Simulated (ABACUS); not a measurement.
Crystal: Sr.

```
CELL_PARAMETERS angstrom
0.00000 3.04235 3.04235
3.04235 0.00000 3.04235
3.04235 3.04235 0.00000
ATOMIC_POSITIONS crystal
Sr 0.00000 0.00000 0.00000
```

| Property | Result |
| --- | --- |
| Program | ABACUS 3.10.1 |
| Task | single point |
| Functional | PBE |
| Potentials or basis | PseudoDojo NC SR 0.4.1 PBE standard |
| Cutoff | 925 eV |
| Density cutoff | 3701 eV |
| Basis | plane waves |
| k mesh | 8 × 8 × 8 |
| Occupations | fermi-dirac, width 0.05 eV |
| Spin | no spin polarisation |

On this cell: pressure -0.3 GPa; band gap on the k mesh none (metal or under the smearing width).

The same run follows on a disturbed copy (cell strained at random at fixed volume):

```xyz
1
Lattice="0.0661 3.0196 2.9653 3.1346 0.0075 3.0238 3.1290 3.0725 0.0132" Properties=species:S:1:pos:R:3 pbc="T T T"
Sr    0.0326    0.0158   -0.0426
```

Problem. What does the disturbed cell give?

Solution. The energy (extrapolated to zero smearing) moves by +3.3 meV/atom; pressure -0.3 GPa; band gap on the k mesh none (metal or under the smearing width).

Stress tensor (GPa, compression positive):
```
-0.43 -0.23 -0.28
-0.23 -0.29  0.19
-0.28  0.19 -0.21
```
